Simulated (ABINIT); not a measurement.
# MgB2 (P6/mmm) in ABINIT: settings compared

One crystal, MgB2, is run at these levels: PBE+D4, PBE, LDA-PZ, LDA; tasks: equation of state, band structure.

Everything below comes from runs of ABINIT 10.8.3 (patched build). Logs are shortened: lines on timing, memory, paths and dates and some standing lists are left out, and cuts for length are marked. The log counts tension as positive stress, the text compression.

## Step 1: The crystal as given

It takes space group P6/mmm (No. 191, hexagonal). The conventional cell has a = 3.085 Å, b = 3.085 Å, c = 3.523 Å, α = 90.00°, β = 90.00°, γ = 120.00°. Around Mg (site symmetry 6/mmm) lie 12 B at 2.51 Å. B (site symmetry -6m2) has 3 B at 1.78 Å as nearest neighbours.

## Step 2: Equation of state, PBE+D4

Input file run.py:

```python
import json, os
import numpy as np
from ase.eos import EquationOfState
from ase.units import GPa
from ase.calculators.mixing import SumCalculator
from dftd4.ase import DFTD4
from ase.calculators.abinit import Abinit, AbinitProfile
from ase import Atoms

atoms = Atoms(['Mg', 'B', 'B'],
              cell=[[3.085, 0.0, 0.0], [-1.5425, 2.6716883707, 0.0], [0.0, 0.0, 3.523]],
              scaled_positions=[[0.0, 0.0, 0.0], [0.6666666667, 0.3333333333, 0.5], [0.3333333333, 0.6666666667, 0.5]],
              pbc=True)

profile = AbinitProfile(command='abinit', pp_paths=[os.path.abspath('pseudos')])
params = dict(
    pps='pawxml', xc='PBE',
    ecut=408.1708,
    pawecutdg=816.3416,
    pawovlp=30,
    kptopt=1,
    ngkpt=[10, 10, 8],
    nshiftk=1,
    shiftk=[0.0, 0.0, 0.0],
    ixc=11,
    nband=12,
    occopt=3,
    tsmear=0.05,
    nstep=100,
    tolvrs=1e-09,
    prtwf=0,
    prtden=0,
)

cell0 = atoms.cell.copy()
volumes, energies = [], []
for i, x in enumerate([0.94, 0.96, 0.98, 1.0, 1.02, 1.04, 1.06]):
    atoms.set_cell(cell0 * x ** (1 / 3), scale_atoms=True)
    atoms.calc = SumCalculator([Abinit(profile=profile, directory=f'v{i}', **params), DFTD4(method='pbe')])
    volumes.append(atoms.get_volume() / len(atoms))
    dft, disp = atoms.calc.mixer.calcs
    energies.append((dft.get_property('free_energy', atoms) + disp.get_property('energy', atoms)) / len(atoms))
    print(f'{x:5.2f} {volumes[-1]:10.5f} A^3/atom {energies[-1]:14.6f} eV/atom', flush=True)
    json.dump(dict(volumes=volumes, energies=energies), open('results.json', 'w'))
v0, e0, b0 = EquationOfState(volumes, energies, eos='birchmurnaghan').fit()
print(f'V0 {v0:.4f} A^3/atom  E0 {e0:.6f} eV/atom  B0 {b0 / GPa:.2f} GPa')
```

Potentials or basis: JTH PAW PBE v2.0.

Launch:

```bash
$ python run.py
```

The log of the run:

```text
0.94    9.09830 A^3/atom    -628.892825 eV/atom
 0.96    9.29188 A^3/atom    -628.896835 eV/atom
 0.98    9.48546 A^3/atom    -628.896735 eV/atom
 1.00    9.67904 A^3/atom    -628.892968 eV/atom
 1.02    9.87262 A^3/atom    -628.885687 eV/atom
 1.04   10.06620 A^3/atom    -628.875361 eV/atom
 1.06   10.25978 A^3/atom    -628.862171 eV/atom
V0 9.3839 A^3/atom  E0 -628.897283 eV/atom  B0 157.11 GPa
```

abinit.in:

```text
ecut 408.1708 eV
ixc 11
kptopt 1
natom 3
nband 12
ngkpt
10 10 8
nshiftk 1
nsppol 1
nstep 100
occopt 3
pawecutdg 816.3416 eV
pawovlp 30
prtden 0
prtwf 0
shiftk
0.0 0.0 0.0
tolvrs 1e-09
tsmear 0.05 eV
#Definition of the unit cell
acell
1.00000000000000 1.00000000000000 1.00000000000000 Angstrom
rprim
3.14550555717254 0.00000000000000 0.00000000000000
-1.57275277858627 2.72408772028204 0.00000000000000
0.00000000000000 0.00000000000000 3.59209597339347
chkprim 0 # Allow non-primitive cells
#Definition of the atom types
ntypat 2
znucl 5 12
#Enumerate different atomic species
typat
 2 1 1
pseudos "./pseudos/B.GGA_PBE-JTH.xml,
./pseudos/Mg.GGA_PBE-JTH.xml"
#Definition of the atoms
xcart
0.00000000000000 0.00000000000000 0.00000000000000
2.97207201547430 1.71592657785792 3.39403880371763
-0.00000000029721 3.43185315623061 3.39403880371763
chkexit 1 # abinit.exit file in the running directory terminates after the current SCF
```

abinit.abo:

```text
.Version 10.8.3 of ABINIT
 Symmetries : space group P6/m m m (#191); Bravais hP (primitive hexag.)
================================================================================
 Values of the parameters that define the memory need of the present run
     intxc =       0    ionmov =       0      iscf =      17    lmnmax =       8
     lnmax =       4     mgfft =      24  mpssoang =       2    mqgrid =    3001
     natom =       3  nloc_mem =       2    nspden =       1   nspinor =       1
    nsppol =       1      nsym =      24    n1xccc =       1    ntypat =       2
    occopt =       3   xclevel =       2
       mpw =         590          nfft =       13824          nkpt =          70
 PAW method is used; the additional fine FFT grid is defined by:
   mgfftf=        36    nfftf =     32400
================================================================================
================================================================================

--------------------------------------------------------------------------------
------------- Echo of variables that govern the present computation ------------
--------------------------------------------------------------------------------
 -outvars: echo values of preprocessed input variables --------
            acell      1.8897261259E+00  1.8897261259E+00  1.8897261259E+00 Bohr
              amu      1.08110000E+01  2.43050000E+01
          chkexit           1
          chkprim           0
             ecut      1.50000002E+01 Hartree
                       outvar_i_n : Printing only first  50 k-points.
              ixc          11
                       outvar_i_n : Printing only first  50 k-points.
         kptrlatt       10    0    0      0   10    0      0    0    8
          kptrlen      5.43046209E+01
            natom           3
            nband          12
            ngfft          24      24      24
          ngfftdg          30      30      36
             nkpt          70
            nstep         100
             nsym          24
           ntypat           2
                       prtocc : prtvol=0, do not print more k-points.
           occopt           3
        pawecutdg      3.00000005E+01 Hartree
          pawovlp      3.0000000000E+01
         pawxcdev           0
           prtden           0
            prtwf           0
            rprim      3.1455055572E+00  0.0000000000E+00  0.0000000000E+00
                      -1.5727527786E+00  2.7240877203E+00  0.0000000000E+00
                       0.0000000000E+00  0.0000000000E+00  3.5920959734E+00
          spgroup         191
           tolvrs      1.00000000E-09
           tsmear      1.83746611E-03 Hartree
            typat      2  1  1
           useylm           1
                       outvars : Printing only first  50 k-points.
           xangst      0.0000000000E+00  0.0000000000E+00  0.0000000000E+00
                       1.5727527786E+00  9.0802924009E-01  1.7960479867E+00
                      -1.9036563344E-17  1.8160584802E+00  1.7960479867E+00
            xcart      0.0000000000E+00  0.0000000000E+00  0.0000000000E+00
                       2.9720720153E+00  1.7159265781E+00  3.3940388038E+00
                      -3.5973891099E-17  3.4318531562E+00  3.3940388038E+00
             xred      0.0000000000E+00  0.0000000000E+00  0.0000000000E+00
                       6.6666666667E-01  3.3333333333E-01  5.0000000000E-01
                       3.3333333333E-01  6.6666666667E-01  5.0000000000E-01
            znucl        5.00000   12.00000

================================================================================

 chkinp: Checking input parameters for consistency.

================================================================================
== DATASET  1 ==================================================================

--- !DatasetInfo
iteration_state: {dtset: 1, }
[... 109 lines left out ...]
    2        1.70617          1.75104628
    3        1.70617          1.75104628

[... 16 lines left out ...]
    2      1.57275277858627     0.90802924009401     1.79604798669673
    3     -0.00000000000000     1.81605848018803     1.79604798669673

 cartesian forces (hartree/bohr) at end:
    1     -0.00000000000000    -0.00000000000000    -0.00000000000000
    2     -0.00000000000000    -0.00000000000000    -0.00000000000000
    3      0.00000000000000     0.00000000000000    -0.00000000000000
 frms,max,avg= 2.8472283E-29 6.1024744E-29   0.000E+00  0.000E+00  0.000E+00 h/b

 cartesian forces (eV/Angstrom) at end:
    1     -0.00000000000000    -0.00000000000000    -0.00000000000000
    2     -0.00000000000000    -0.00000000000000    -0.00000000000000
    3      0.00000000000000     0.00000000000000    -0.00000000000000
 frms,max,avg= 1.4641037E-27 3.1380185E-27   0.000E+00  0.000E+00  0.000E+00 e/A
 length scales=  1.889726125908  1.889726125908  1.889726125908 bohr
              =  1.000000000000  1.000000000000  1.000000000000 angstroms
 Fermi (or HOMO) energy (hartree) =   0.24033   Average Vxc (hartree)=  -0.38674
 Eigenvalues (hartree) for nkpt=  70  k points:
 kpt#   1, nband= 12, wtk=  0.00125, kpt=  0.0000  0.0000  0.0000 (reduced coord)
  -2.52797   -1.30581   -1.30581   -1.30508   -0.20431    0.13565    0.25110    0.25110
   0.29429    0.46160    0.46160    0.51224
      occupation numbers for kpt#   1
   2.00000    2.00000    2.00000    2.00000    2.00000    2.00000    0.00566    0.00566
   0.00000    0.00000    0.00000    0.00000
 prteigrs : prtvol=0 or 1, do not print more k-points.

--- !EnergyTerms
iteration_state     : {dtset: 1, }
comment             : Components of total free energy in Hartree
kinetic             :  6.89355321401057E+00
hartree             :  1.42172283544150E+01
xc                  : -3.47499416679784E+00
Ewald energy        : -3.62176319986654E+01
psp_core            :  1.53986330724507E+00
local_psp           : -4.35720370706726E+01
PAW spherical_terms : -8.69416775275478E+00
internal            : -6.93081861132200E+01
'-kT*entropy'       : -2.13661184766245E-04
total_energy        : -6.93083997744048E+01
total_energy_eV     : -1.88597763635219E+03
...

--- !EnergyTermsDC
iteration_state     : {dtset: 1, }
comment             : '"Double-counting" decomposition of free energy'
band_energy         : -1.23847658394373E+01
Ewald energy        : -3.62176319986654E+01
psp_core            :  1.53986330724507E+00
xc_dc               : -1.32926612055646E+01
PAW spherical_terms : -8.95299077145550E+00
internal            : -6.93081865078777E+01
'-kT*entropy'       : -2.13661184766245E-04
total_energy_dc     : -6.93084001690625E+01
total_energy_dc_eV  : -1.88597764709137E+03
...

--- !EnergyTermsWithPAWCore
iteration_state     : {dtset: 1, }
comment             : 'Components of total free energy, including PAW core contributions'
Total energy        : -2.50043373811920E+02
Total energy DC     : -2.50043374206578E+02
Total energy (eV)   : -6.80402682304437E+03
Total energy DC (eV): -6.80402683378355E+03
...

 Cartesian components of stress tensor (hartree/bohr^3)
  sigma(1 1)=  3.52784308E-04  sigma(3 2)=  0.00000000E+00
  sigma(2 2)=  3.52784308E-04  sigma(3 1)=  0.00000000E+00
  sigma(3 3)=  2.44021256E-04  sigma(2 1)=  0.00000000E+00

-Cartesian components of stress tensor (GPa)         [Pressure= -9.3126E+00 GPa]
- sigma(1 1)=  1.03792727E+01  sigma(3 2)=  0.00000000E+00
- sigma(2 2)=  1.03792727E+01  sigma(3 1)=  0.00000000E+00
- sigma(3 3)=  7.17935323E+00  sigma(2 1)=  0.00000000E+00

== END DATASET(S) ==============================================================
================================================================================

 -outvars: echo values of variables after computation  --------
            acell      1.8897261259E+00  1.8897261259E+00  1.8897261259E+00 Bohr
           etotal     -6.9308400169E+01
            fcart     -1.5099708269E-29 -4.3589103169E-29 -0.0000000000E+00
                      -1.5099708269E-29 -1.7435641268E-29 -0.0000000000E+00
                       3.0199416538E-29  6.1024744437E-29 -0.0000000000E+00
            rprim      3.1455055572E+00  0.0000000000E+00  0.0000000000E+00
                      -1.5727527786E+00  2.7240877203E+00  0.0000000000E+00
                       0.0000000000E+00  0.0000000000E+00  3.5920959734E+00
           strten      3.5278430843E-04  3.5278430829E-04  2.4402125642E-04
                       0.0000000000E+00  0.0000000000E+00  0.0000000000E+00
           xangst      0.0000000000E+00  0.0000000000E+00  0.0000000000E+00
                       1.5727527786E+00  9.0802924009E-01  1.7960479867E+00
                      -1.9036563344E-17  1.8160584802E+00  1.7960479867E+00
             xred      0.0000000000E+00  0.0000000000E+00  0.0000000000E+00
                       6.6666666667E-01  3.3333333333E-01  5.0000000000E-01
                       3.3333333333E-01  6.6666666667E-01  5.0000000000E-01
 Calculation completed.
```

It took 2.1 min on 1 thread of Arm Neoverse V1, shared host; peak memory 0.09 GiB.

What came out:

```yaml
Equilibrium_volume: 9.38 Å³/atom
Bulk_modulus_at_fixed_shape_and_positions: 157 GPa
Pressure_derivative_of_the_bulk_modulus: 3.4
```

Energy against volume, from the lowest point:
```csv
volume (Å³/atom),energy (meV/atom)
9.098,4.01
9.292,0.00
9.485,0.10
9.679,3.87
9.873,11.15
10.066,21.47
10.260,34.66
```

Caveat: the cutoff is too short for stress, so the log's stress isn't used; pressures at fixed basis lie under the slope of the energies; the log and the count of SCF iterations are those of the last ABINIT call alone; the cell was scaled at fixed shape and fractional positions, which overstates the stiffness of a crystal with free parameters, most of all of layers and chains.

(Continued in part 2 of 2.)
